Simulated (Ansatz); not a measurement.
AlSb:
```yaml
crystal:
  lattice:
    - [0.00000, 3.11257, 3.11257]
    - [3.11257, 0.00000, 3.11257]
    - [3.11257, 3.11257, 0.00000]
  atoms:
    - { symbol: Sb, position: [0.75000, 0.75000, 0.75000] }
    - { symbol: Al, position: [0.00000, 0.00000, 0.00000] }
```

Relaxed with PBE. Special points in fractions of this cell's reciprocal vectors: Γ (0.000, 0.000, 0.000); X (0.500, 0.000, 0.500); U (0.625, 0.250, 0.625); K (0.375, 0.375, 0.750); L (0.500, 0.500, 0.500); W (0.500, 0.250, 0.750).

List the band energies nearest the valence-band maximum at these points for the program Ansatz at the PBE with spin–orbit coupling level (PAW).

In eV from the valence-band maximum; about four levels below and three above (degenerate sets whole), none deeper than 8.9 eV; points with the same levels are listed once.

```csv
k,below,above
Γ,0.00 0.00 0.00 0.00,1.07 1.07 2.85 2.85
X,-2.45 -2.45 -2.16 -2.16,1.09 1.09 1.26 1.26
U,-3.43 -3.20 -1.97 -1.95,1.51 1.52 3.74
L,-1.27 -1.27 -0.90 -0.90,1.03 1.03 3.50 3.50
W,-3.30 -2.97 -2.80 -2.75,3.65 3.74 4.04
```

Space group F-43m (zinc blende). The PBE relaxation kept the symmetry of its start; of distortions, only those at the zone centre were tested.

Potentials: the later of the program's two PAW sets.
